Question

The table lists levels of the layered crystal SnSe₂ at twelve k points, in two columns. The start levels come from LDA. The corrected levels come from one application of the hybrid functional HSE06 to the unchanged LDA orbitals. The columns state k a, b and c give the position of the point as fractions of the reciprocal cell vectors, and (0, 0, 0) is called Γ. Each column of levels counts from its own highest filled level.

ABINIT 10.8.3 plane-wave calculation of bulk SnSe₂ (space group P-3m1) with LDA, PseudoDojo NC SR LDA v0.4.1 standard pseudopotentials, a Γ-centred 5 × 5 × 3 k mesh and a 1061 eV cutoff, without spin–orbit coupling. The corrected levels come from one-shot HSE06 on the LDA orbitals. Each column of levels counts from its own highest filled level.

```
row  state k a (reciprocal cell vector)  state k b (reciprocal cell vector)  state k c (reciprocal cell vector)   state band  state start level (eV)  state corrected level (eV)
  1                               0.000                               0.000                               0.000   top filled                   0.000                       0.000
  2                               0.000                               0.000                               0.000  first empty                   0.840                       1.784
  3                               0.200                               0.000                               0.000   top filled                  -0.086                      -0.007
  4                               0.200                               0.000                               0.000  first empty                   2.139                       3.055
  5                               0.400                               0.000                               0.000   top filled                  -0.270                      -0.172
  6                               0.400                               0.000                               0.000  first empty                   1.158                       2.015
  7                               0.200                               0.200                               0.000   top filled                  -0.367                      -0.318
  8                               0.200                               0.200                               0.000  first empty                   1.885                       2.777
  9                               0.400                               0.200                               0.000   top filled                  -1.281                      -1.230
 10                               0.400                               0.200                               0.000  first empty                   1.415                       2.268
 11                               0.000                               0.000                               0.333   top filled                  -0.270                      -0.155
 12                               0.000                               0.000                               0.333  first empty                   2.036                       2.948
 13                               0.200                               0.000                               0.333   top filled                  -0.208                      -0.101
 14                               0.200                               0.000                               0.333  first empty                   2.153                       3.090
 15                               0.400                               0.000                               0.333   top filled                  -0.536                      -0.448
 16                               0.400                               0.000                               0.333  first empty                   0.983                       1.865
 17                              -0.400                               0.000                               0.333   top filled                  -0.577                      -0.496
 18                              -0.400                               0.000                               0.333  first empty                   0.631                       1.518
 19                              -0.200                               0.000                               0.333   top filled                  -0.346                      -0.258
 20                              -0.200                               0.000                               0.333  first empty                   1.731                       2.636
 21                               0.200                               0.200                               0.333   top filled                  -0.320                      -0.270
 22                               0.200                               0.200                               0.333  first empty                   2.086                       2.964
 23                               0.400                               0.200                               0.333   top filled                  -0.474                      -0.407
 24                               0.400                               0.200                               0.333  first empty                   1.807                       2.692
```

Three students explain what the hybrid functional does to the gap. The first says that it multiplies gaps by a common factor. The second says that it adds a common step. The third says that it adds a step and also stretches the bands, so that levels further from the gap move further.

(a) Find a quantity that doesn't depend on the zero of either column, and use it to decide between the factor and the step.
(b) Explain why exact exchange should act in this way, and estimate the size of the effect.
(c) Does the table support the stretch? Where does the simplest description fail most?
(d) An undoped SnSe₂ crystal is held at 300 K. What does the choice between the two columns mean for its thermally generated carriers?

Model answer

(a) The rows come in pairs, a filled and an empty level at the same k. Their difference is the gap at that k, and the zero of the column drops out of it. In LDA these gaps run from 0.84 eV at Γ (rows 1 and 2) to 2.70 eV (rows 9 and 10), which is a wide enough range to tell a factor from a step.

The factor looks convincing if only the smallest gap is examined. From the filled level at Γ to the empty level of row 18, the gap grows from 0.631 to 1.518 eV, or 2.4 times. Applied to the widest same-k gap, that factor would give about 6.5 eV, where HSE06 gives 3.50 eV. A gap that starts small is multiplied by a large number even when only a constant is added to it.

A fair comparison gives each idea one adjustable constant, chosen from all twelve pairs. The best factor, found by least squares, is 1.39, and it misses the HSE06 gaps by 0.24 eV (root mean square). The best step is the mean opening, 0.82 eV, and it misses by only 0.04 eV.

The pair of rows 9 and 10, which was among those averaged, shows the difference:

step: 2.696 + 0.823 = 3.519 eV
factor: 1.387 × 2.696 = 3.739 eV
HSE06: 3.498 eV

The second student is right to a good approximation. The gaps differ by a factor of three in LDA, yet every one of them opens by between 0.76 and 0.94 eV.

(b) HSE06 is built on the functional PBE, with a quarter of the short-range PBE exchange replaced by exact exchange. The step from LDA to HSE06 therefore also contains a change from LDA to PBE, which the table can't separate. The argument here concerns the exact exchange. For a state n at wave vector k, the exact part contributes

E(n, k) = −(a/V) Σ v(Q) |⟨m, k−q| exp(−iQ·r) |n, k⟩|²

Here a = 0.25, V is the volume of the crystal, the sum runs over all filled states m of the same spin and all wave vectors Q = q + G, where G is a reciprocal lattice vector, and v(Q) is the screened Coulomb interaction. The squared matrix element measures how much of the state n, after multiplication by a wave of wave vector Q, lies within the filled states.

For long waves, with Q close to zero, the exponential is nearly one and the matrix element becomes a plain overlap. Orthonormality then fixes the result. A filled state overlaps completely with itself, so the sum over m gives one, whereas an empty state is orthogonal to every filled state and gives zero. In this limit the waves lower every filled level by the same amount and leave the empty ones where they are, whatever the energy of the level or the shape of its orbital. How quickly the rule weakens as Q grows does depend on the orbital. This is a good reason to expect a common step.

For the estimate, let the overlap be one for filled and zero for empty states throughout a sphere with the volume of the Brillouin zone, and neglect shorter waves. In atomic units the screened interaction is

v(Q) = (4π/Q²) [1 − exp(−Q²/4ω²)], with ω ≈ 0.11 per bohr

Integration up to the radius Q₀ of the sphere gives, to a good approximation,

Δ ≈ (2a/π) (Q₀ − ω√π)

The cell holds three atoms of 25.73 Å³ each, together about 521 bohr³. Hence

Q₀ = (6π²/521)^(1/3) ≈ 0.484 per bohr
Δ ≈ (0.5/π) × (0.484 − 0.195) ≈ 0.046 hartree ≈ 1.3 eV

Only the order of magnitude, 1 eV, should be taken from this. The overlap of a filled state really falls below one before the edge of the sphere is reached, and that of an empty state rises above zero. Both make the true effect of these waves smaller. The remaining, semilocal part of exchange and correlation also changes between LDA and HSE06, and this can shift filled and empty levels by different amounts. Most of the integral comes from the outer part of the sphere, where the assumed overlaps are least safe. The neglected shorter waves are expected to lower filled and empty levels alike by large amounts, which the semilocal exchange they replace largely offsets. The estimate makes long-wave exchange a plausible source of the step, but it doesn't predict 0.82 eV, a value that belongs to a run not converged in mesh and cutoff.

The formula also tells what a neighbouring method would do. The term ω√π is what screening takes away, and it takes away the longest waves. The unscreened hybrid PBE0, with the same quarter of exact exchange, keeps them and is known to open gaps further than HSE06.

(c) If the bands were stretched, the opening should grow with the LDA gap. A straight line through all twelve pairs has a slope of −0.025 eV per eV. Without Γ the slope is +0.028 eV per eV. Either slope is small, so a large stretch is ruled out. Γ behaves differently from the rest, as shown below, and the other eleven points lean towards a stretch of a few percent, worth about 0.04 eV across their range of gaps. That is too close to their scatter to be established or excluded.

Two filled levels of the same band suggest that a stretch wouldn't be the whole story in any case. In LDA the level of row 21 lies 0.026 eV above that of row 19, and in HSE06 it lies 0.012 eV below. A stretch can change the distance between two levels but not their order. Both differences are small, however, and the mesh and cutoff aren't converged, so a finer calculation could undo the reversal. If it holds, what remains after the common step must depend on the states themselves and not just on their energies. The formula in (b) has room for this, since at shorter wavelengths the matrix elements depend on the shape of the orbital. The verdict holds only for the two bands next to the gap. Deeper bands aren't in the table, and hybrids often do move them further.

The common step fails most at Γ, where the gap opens by 0.13 eV more than the average of the other eleven points. Comparing each level at Γ with the rest of its own band divides this excess. The filled level falls by 0.08 eV relative to the other filled levels, and the empty level rises by 0.05 eV relative to the other empty ones. Both edges contribute, the filled one somewhat more.

A possible reason is symmetry. The crystal has an inversion centre, and Γ is the only point of this mesh at which inversion forces each state to be even or odd. That restricts which tin and selenium orbitals can mix, and so could give the states at Γ a different shape from those elsewhere. The levels alone can't confirm this, and an analysis of the orbitals would be needed to test it.

The fall of the filled level at Γ has a visible consequence for the valence edge. In LDA the level of row 3 lies 0.086 eV below the top, and in HSE06 only 0.007 eV. Spin–orbit coupling, which is left out here, can shift levels with selenium p character by much more than that. The mesh and the plane-wave cutoff aren't converged either. The calculation therefore doesn't settle where in the zone the holes would collect.

(d) In an undoped semiconductor the density of thermally generated carriers varies as exp(−E/2kT), where E is the gap, k is here the Boltzmann constant and T the temperature. Between the two columns the smallest gap on the mesh grows by 1.518 − 0.631 = 0.887 eV. At 300 K, 2kT is about 0.052 eV, so the exponent changes by about 17. With the band masses taken as equal, LDA gives roughly seven powers of ten more carriers than HSE06. The table can't say which column lies nearer the real crystal.

The absolute density is less certain than this ratio. The conduction minimum of bulk SnSe₂ is known to lie at or near the zone-boundary point L, which this mesh doesn't contain. A finer search of the same bands can only lower the gap of 1.518 eV, so that value is an upper limit for them. Its agreement with a measured gap would be no test of the functional.

Remarks on the reasoning

The decisive move is the choice of quantity in (a). A student who subtracts the start level from the corrected level in each row finds that the empty levels rise by about 0.9 eV while the filled ones hardly move. It is tempting to conclude that HSE06 pushes the empty states up. That conclusion comes from the choice of zero, which ties both columns to the filled level at Γ. The argument in (b) suggests the opposite picture for the long-wave exact exchange, which pulls the filled states down. Once the semilocal exchange that it replaces is counted, both edges are expected to move, and the table can't divide the opening between them.

The same care explains why the smallest gap opens by more than the common step. It connects two different k points, so it contains the special behaviour of the filled level at Γ. At the k point of rows 17 and 18 the gap opens by 0.806 eV, close to the average. The filled level there also rises by 0.081 eV relative to Γ, and the two add up to the 0.887 eV used in (d).

Full marks in (b) need the orthogonality argument and not merely the statement that LDA gaps are too small. That statement would suit a factor as well as a step. Orthogonality distinguishes them, because it makes the long-wave part of the shift depend on whether a state is filled and not on how far it lies from the gap.

A practical rule follows for anyone who wants to correct the two LDA bands next to the gap of this crystal with a few hybrid levels. The step should be averaged over several k points and not taken from Γ alone, although Γ is the most convenient point to calculate. The value from Γ, 0.944 eV, would be too large at each of the other eleven points. For the smallest gap, which starts from Γ, neither choice is right: the average step gives 1.454 eV and the Γ value 1.575 eV, against 1.518 eV. The band edges themselves should be calculated explicitly, since their order can depend on shifts smaller than the scatter about the common step.
